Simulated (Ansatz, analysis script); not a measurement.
# Free-standing triangular Re monolayer, spacing 3.069 Å: E(q) by the generalised Bloch theorem, part 2 of 2

Spirals are solved in the crystal's own cell at each q. What do they say of the order in a free-standing triangular Re monolayer, spacing 3.069 Å?

Ansatz 0.2.0; PBE, PAW set soft_1.

So far. Step 4 (q = (0, 0, 0)): The largest moment is 1.16 μB, against 1.24 μB in the collinear run. Step 5 (q = (0.083, 0.083, 0)): The energy of the cell lies 18.5 meV below that at q = 0, and the largest moment is 1.33 μB against 1.16 μB.

In doubt: warnings of the run leave room for a lower electronic state (step 8), so energies may not be the lowest and differences between runs may mislead.

**6. q = (0.167, 0, 0)**

Level of this step: Ansatz DFT, spin spiral by the generalised Bloch theorem, no spin-orbit coupling; PBE, PAW set soft_1; PAW set soft_1 (Ansatz).

The input, input.yaml:

```yaml
crystal:
  lattice:
    - [3.069, 0.0, 0.0]
    - [-1.5345, 2.657832, 0.0]
    - [0.0, 0.0, 14.0]
  atoms:
    - { symbol: Re, position: [0.0, 0.0, 0.5], spin: 1.24, spin_axis: [1.0, 0.0, 0.0] }
kpoints:
  mp_grid: { grid: [24, 24, 1] }
hamiltonian:
  xc: pbe
  noncollinear_xc: locally_collinear
  pseudopotentials: { kind: paw, azcp: { folder: soft_1 } }
scf:
  occupations: { method: fermi_dirac, width: 0.05 }
  max_iter: 120
  convergence: { dr2_threshold: 1.0e-08 }
  lower_state_search: "off"
basis:
  ecutwfc: 420.0
magnetization:
  noncollinear: true
  spin_spiral: { q: [0.16666667, 0.0, 0.0] }
checkpoint:
  read: start
```

On the command line:

```console
ansatz run input.yaml --threads 1 --pin off --max-ram 2048MiB --backend cpu --events-out ev --progress --plain --runs-dir out
```

Numbers of over 12 decimals in the logs are rounded to 6 here.

What it wrote:

```text
[...]
Crystal: 1 atoms, lattice volume = 114.196 Å³
Basis set: ecut = 420 eV, 2207 PW (Γ)
Bands: 24, of which v1, the nominal top of the filled ones, is band 15 counted from 1 (14 counted from 0)
Symmetry: 4 space group operations
k-points: 157 of 576
[...]
SCF iter  10: F=-10864.874445 eV  HF=-10864.874445 eV  |F-HF|=9.46e-11  |Δ(HF+E_count)|=   4.64e-9  Δρ=4.80e-7  dr2=2.82e-11  dr2_m=6.34e-11  ethr=1.35e-12  |M|=1.68e0 ∫|m|=1.73e0 μB  |m|>n=8.7e-3 m-floor=0.0e0 τ_xc=1.2e-17  ⟨swp⟩=1.0  Hψ=12688  notcnv=0
SCF 1 converged in 10 iterations: F = -10864.874445 eV  dr2 = 2.82e-11
[...]
SCF converged after 10 iterations
[...]
Magnetization: |M| = 1.6815 μB,  M = (+1.6815, -0.0000, +0.0000) μB
Absolute magnetization: 1.7309 μB (∫|m|, with the PAW one-centre terms)
  site 0: m = (+1.4096, -0.0000, +0.0000) μB, |m| = 1.4096 μB  (R = 1.27 Å)
Free energy (F): -10864.874445 eV
[...]
Internal energy: -10864.858080 eV  (E = F + TS)
E sigma→0 (E₀):  -10864.866263 eV
Entropy (-TS):   -0.016365 eV (-16.365 meV/atom)
Fermi energy:    -1.208995 eV
[...]
```

Elapsed: 81 s, on 1 thread of Intel Xeon Platinum 8259CL at 2.50GHz (Skylake/Cascade Lake), shared host; peak memory 1 GiB.

The energy of the cell lies 26.4 meV below that at q = 0, and the largest moment is 1.41 μB against 1.16 μB.

**7. q = (0.333, 0, 0)**

Changes to input.yaml since step 6:

```diff
@@ -22,3 +22,3 @@
   noncollinear: true
-  spin_spiral: { q: [0.16666667, 0.0, 0.0] }
+  spin_spiral: { q: [0.33333333, 0.0, 0.0] }
 checkpoint:
```

What it wrote:

```text
[...]
Crystal: 1 atoms, lattice volume = 114.196 Å³
Basis set: ecut = 420 eV, 2207 PW (Γ)
Bands: 24, of which v1, the nominal top of the filled ones, is band 15 counted from 1 (14 counted from 0)
Symmetry: 4 space group operations
k-points: 157 of 576
[...]
SCF iter  12: F=-10864.974137 eV  HF=-10864.974137 eV  |F-HF|=8.62e-9  |Δ(HF+E_count)|=   1.54e-8  Δρ=1.51e-6  dr2=5.83e-10  dr2_m=6.71e-10  ethr=1.02e-11  |M|=2.11e0 ∫|m|=2.36e0 μB  |m|>n=8.7e-3 m-floor=0.0e0 τ_xc=3.4e-17  ⟨swp⟩=1.0  Hψ=11631  notcnv=0
SCF 1 converged in 12 iterations: F = -10864.974137 eV  dr2 = 5.83e-10
[...]
SCF converged after 12 iterations
[...]
Magnetization: |M| = 2.1091 μB,  M = (+2.1091, +0.0000, +0.0000) μB
Absolute magnetization: 2.3630 μB (∫|m|, with the PAW one-centre terms)
  site 0: m = (+1.9560, +0.0000, +0.0000) μB, |m| = 1.9560 μB  (R = 1.27 Å)
Free energy (F): -10864.974137 eV
[...]
Internal energy: -10864.957587 eV  (E = F + TS)
E sigma→0 (E₀):  -10864.965862 eV
Entropy (-TS):   -0.016550 eV (-16.550 meV/atom)
Fermi energy:    -1.034532 eV
[...]
```

The job ended after 1.7 min (1 thread; peak memory 1.1 GiB).

The energy of the cell lies 126 meV below that at q = 0, and the largest moment is 1.96 μB against 1.16 μB.

**8. q = (0.5, 0, 0)**

Changes to input.yaml since step 7:

```diff
@@ -22,3 +22,3 @@
   noncollinear: true
-  spin_spiral: { q: [0.33333333, 0.0, 0.0] }
+  spin_spiral: { q: [0.5, 0.0, 0.0] }
 checkpoint:
```

What it wrote:

```text
[...]
Crystal: 1 atoms, lattice volume = 114.196 Å³
Basis set: ecut = 420 eV, 2207 PW (Γ)
Bands: 24, of which v1, the nominal top of the filled ones, is band 15 counted from 1 (14 counted from 0)
Symmetry: 4 space group operations
k-points: 157 of 576
[...]
Magnetization: |M| = 2.1860 μB,  M = (+2.1860, +0.0003, +0.0000) μB
Absolute magnetization: 2.6674 μB (∫|m|, with the PAW one-centre terms)
  site 0: m = (+2.2187, -0.0000, +0.0000) μB, |m| = 2.2187 μB  (R = 1.27 Å)
Free energy (F): -10865.029471 eV
[...]
Internal energy: -10865.018013 eV  (E = F + TS)
E sigma→0 (E₀):  -10865.023742 eV
Entropy (-TS):   -0.011459 eV (-11.459 meV/atom)
Fermi energy:    -0.863714 eV
[...]
[key lines of the parts left out:]
SCF converged after 78 iterations
```

Wall time 14 min (1 thread); peak memory 1.1 GiB.

The energy of the cell lies 181 meV below that at q = 0, and the largest moment is 2.22 μB against 1.16 μB.

The other 3 runs of this kind were made alike; their results stand in the table below.

**9. Analysis**

| q (reciprocal lattice) | path length (1/Å) | E(q) − E(0) (meV a magnetic atom) | \|m\| Re no. 1 (μB) |
| --- | --- | --- | --- |
| (0, 0, 0) | 0.000 | 0.00 | 1.16 |
| (0.167, 0, 0) | 0.394 | -26.42 | 1.41 |
| (0.333, 0, 0) | 0.788 | -126.11 | 1.96 |
| (0.5, 0, 0) | 1.182 | -181.44 | 2.22 |
| (0.417, 0.167, 0) | 1.523 | -176.46 | 2.14 |
| (0.333, 0.333, 0) | 1.864 | -172.08 | 2.05 |
| (0.25, 0.25, 0) | 2.206 | -175.28 | 2.17 |
| (0.083, 0.083, 0) | 2.888 | -18.54 | 1.33 |
| (0, 0, 0) | 3.229 | 0.00 | 1.16 |

**10. What came out**

| Item | Value |
| --- | --- |
| lowest point of the path | q = (0.5, 0, 0), -181 meV a magnetic atom from q = 0 |
| highest point | 0 meV a magnetic atom |

What this shows: The state at q = (0.5, 0, 0) lies 181 meV a magnetic atom below the ferromagnetic start, so that start is not the lowest state; a flat spiral with q made of halves, on one magnetic atom a cell, is a collinear order of a doubled cell. The moments change by at most 92 % from their size at q = 0, so they are itinerant and a model of rigid spins is rough. No spin model is given, since the moments change too much along the path. The 8 spiral runs took 31 min of wall time, added up. Energies are free energies at a smearing of 0.05 eV, and with partly filled levels differences shift, at times strongly, as the smearing goes to zero. The cell was taken as built, with atoms unrelaxed. In doubt: the program's search for lower states was switched off, so a lower magnetic state than those reached may exist.

[Logs and program files are shortened in this print: banners, set-up blocks, solver, clock and traceback lines can be left out without a mark of their own.]

[Logs are printed without paths, hosts, clocks, repeated set-up lines and the standing remarks that a program may print on its own settings, such as how far it seeks lower states.]

[Hosts, paths, dates, database ids (printed as entryN), source tags and the programs' standing remarks are cut or masked in the printed files.]
